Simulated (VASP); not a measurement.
A run of VASP 6.6.1 is set up as follows.

INCAR

```
ALGO = Normal ; EDIFF = 1E-6
ENCUT = 520 ; GGA = PS
ISIF = 2 ; ISMEAR = 0
LASPH = True ; LCHARG = False
LMAXMIX = 4 ; LNONCOLLINEAR = True
LORBIT = 11 ; LREAL = False
LWAVE = False ; MAGMOM = -2.102 -0.665 0.155 0 0 0
NELM = 100 ; PREC = Accurate
SIGMA = 0.05
```

The input KPOINTS:

```
k-points
0
Gamma
  8 8 8
```

File POSCAR:

```
CoO
1.0
    0.0000000000      2.1315016600      2.1315016600
    2.1315016600      0.0000000000      2.1315016600
    2.1315016600      2.1315016600      0.0000000000
Co O
1 1
Direct
    0.0000000000      0.0000000000      0.0000000000
    0.5000000000      0.5000000000      0.5000000000
```

Potentials or basis: VASP PAW PBE potentials, release 64 (Co, O).

Command:

```bash
$ cat potpaw_PBE.64/Co/POTCAR potpaw_PBE.64/O/POTCAR > POTCAR
$ mpirun -np 1 vasp_ncl > vasp.out
```

Question: Predict the band gap on the k mesh.

Answer: None (metal or under the smearing width).

Question: Estimate the net moment.

Answer: 2.91 μB per cell.

Question: What does it give for the pressure?

Answer: -11.9 GPa.

Moments on the atoms (μB; x, y, z):
```
Co  -2.42 -0.77  0.18
O   -0.29 -0.09  0.02
```

Caveat: the PAW data sets were made with another functional, which shifts forces and pressure a little; a cell with one magnetic atom can't hold antiferromagnetic order, which such compounds often take; semilocal functionals often make such compounds metallic where correlation or magnetic order opens a gap, which also shifts bond lengths. With open d or f shells a metallic result of PBEsol can be an artefact of self-interaction; +U or a hybrid may open a gap.
